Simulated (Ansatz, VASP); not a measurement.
**Fe: VASP beside Ansatz**

```
Fe
1.0
    -1.43455    1.43455    1.43455
     1.43455   -1.43455    1.43455
     1.43455    1.43455   -1.43455
Fe
1
Direct
  0.00000 0.00000 0.00000
```

Alike in both runs: task single point; functional r2SCAN; k mesh 15 × 15 × 15; occupations methfessel-paxton of order 1, width 0.6 eV; collinear spin.

|  | VASP | Ansatz |
| --- | --- | --- |
| version | VASP 6.6.1 | Ansatz 0.2.0 |
| potentials or method | VASP PAW PBE potentials, release 64 (Fe) | plane waves (500 eV) with PAW, scalar-relativistic |
| plane-wave cutoff (eV) | 520 | 500 |
| valence electrons in the cell | 8 | 16 |

```csv
,VASP,Ansatz,Ansatz less VASP
pressure (GPa),-0.3,0.1,+0.43
net moment per atom (μB),2.67,2.68,+0.002
size of the moment on the site where the two differ most (μB),2.74,2.83,+0.089
```

Site moments also hang on the region over which each program counts them. The two sets of potentials don't hold the same shells in valence. Ansatz warned: «stability_check_not_made».

Caveats: the PAW data sets were made with another functional, which shifts forces and pressure a little (VASP).
